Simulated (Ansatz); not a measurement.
**The polar optical mode of RbCl at 6 GPa, worked through**

Method: DFT LDA, scalar-relativistic, plane waves, PAW in Ansatz 0.2.0. Settings: 420 eV plane-wave cutoff, Γ-centred 8×8×8 mesh, fixed occupations. No spin polarisation. Phonons by linear response, acoustic sum rule imposed.

The cell, relaxed at 6 GPa:
Space group Fm-3m (No. 225). a = 6.016 Å, b = 6.016 Å, c = 6.016 Å, α = 90.00°, β = 90.00°, γ = 90.00°
```csv
atom,site,symmetry,x,y,z
Rb,4a,m-3m,0.0000,0.0000,0.0000
Cl,4b,m-3m,0.5000,0.0000,0.0000
```

Linear response gives ν_TO = 188.9 cm⁻¹, Born charges ±1.158 e (positive on Rb) and ε∞ = 2.761. The primitive cell holds 54.428 Å³, and the masses are 85.468 and 35.450 amu.

Problem. Find ν_LO and the static dielectric constant.

Solution. The long-wave field adds a restoring force: ω_LO² − ω_TO² = Z*²e²/(ε_vac ε∞ μV). In these units ν_LO² − ν_TO² = 4.92064×10⁷ Z*²/(μ V ε∞) cm⁻², with μ = m₁m₂/(m₁ + m₂) = 25.057 amu: 17534 cm⁻². So ν_LO = √(188.9² + 17534) = 230.7 cm⁻¹, and the run gives 230.7. Lyddane–Sachs–Teller then gives ε0 = ε∞ (ν_LO/ν_TO)² = 4.12, against 4.12 in the run (it forms both from the same three quantities, so the match checks the arithmetic only). Between ν_TO and ν_LO the dielectric function is negative and an undamped crystal reflects fully: a reststrahlen band from 43.3 to 52.9 μm.

Problem. What do the Clausius–Mossotti polarisability and the Szigeti charge come to?

Solution. With the Lorentz local field, α = (3V/4π)(ε∞ − 1)/(ε∞ + 2) = 4.81 Å³ for the pair, and e_S = 3Z*/(ε∞ + 2) = 0.73 e. The Born charge includes the electrons' response to the dipole's own local field, and e_S takes that enhancement out. The Lorentz field assumes point-like polarisable ions, a fair picture at this small ε∞.

Problem. How strongly does a slow electron couple to the LO mode?

Solution. For one isotropic parabolic band, Fröhlich's constant is α_F = (1/ε∞ − 1/ε0) √(m* Ry/ħω_LO), with Ry = 13.606 eV, ħω_LO = 28.6 meV and m* in free-electron masses: α_F = 0.1193 × 21.81 × √m* = 2.60 √m*. The band mass isn't part of this run; for m* = 0.1, 0.3 and 1 it gives 0.82, 1.43, 2.60. In weak coupling the polaron lies α_F ħω_LO below the band edge (41 meV at m* = 0.3) with a mass m*(1 + α_F/6); past α_F of about 5 or 6 that expansion fails. A semilocal functional's ε∞ tends to be too large, which taken alone lowers α_F.